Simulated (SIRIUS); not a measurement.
# GaN under changes of volume

One of the cells (11.673 Å³/atom); the others are scaled copies at fixed shape and fractional positions:

```
Ga N
1.0
     0.00000    2.26842    2.26842
     2.26842    0.00000    2.26842
     2.26842    2.26842    0.00000
Ga N
1 1
Direct
  0.00000 0.00000 0.00000
  0.25000 0.25000 0.25000
```

The cell is a database's computed one.

```yaml
Program: SIRIUS 7.10.0
Functional: PBE
Potentials_or_basis: PseudoDojo 0.4.1 PBE standard (scalar relativistic)
Cutoff: 1152 eV
Density_cutoff: 4606 eV
k_mesh: 10 × 10 × 10
Occupations: fermi-dirac, width 0.05 eV
Spin: no spin polarisation
```

```tsv
volume (Å³/atom)	energy over the lowest point (meV/atom)	pressure (GPa)	gap on the mesh (eV)
10.757	54.96	18.9	2.16
10.986	31.57	13.9	2.03
11.215	15.06	9.3	1.89
11.673	0.00	1.5	1.63
11.902	?	?	?
12.131	5.06	-4.8	1.38
```

Problem. What does the run at 11.902 Å³/atom give?

Solution. Energy over the lowest point 0.27 meV/atom; pressure -1.8 GPa; gap on the mesh 1.50 eV.

Worked out: A Birch-Murnaghan fit of order 3 (a polynomial in V^(-2/3)) to the other rows has its minimum at 11.77 Å³/atom with B0 = V·E''(V) = 172 GPa and B' = 4.4. It gives 0.27 meV/atom at 11.902 Å³/atom, against the run's 0.27, and -dE/dV = -1.8 GPa, against -1.8. A straight line through the other rows of the gap, of slope -6.51 eV per unit of ln V, gives 1.50 eV, against the run's 1.50.

Energies are extrapolated to zero smearing.

A mesh can miss the band edges. Spin-orbit coupling on Ga is left out.
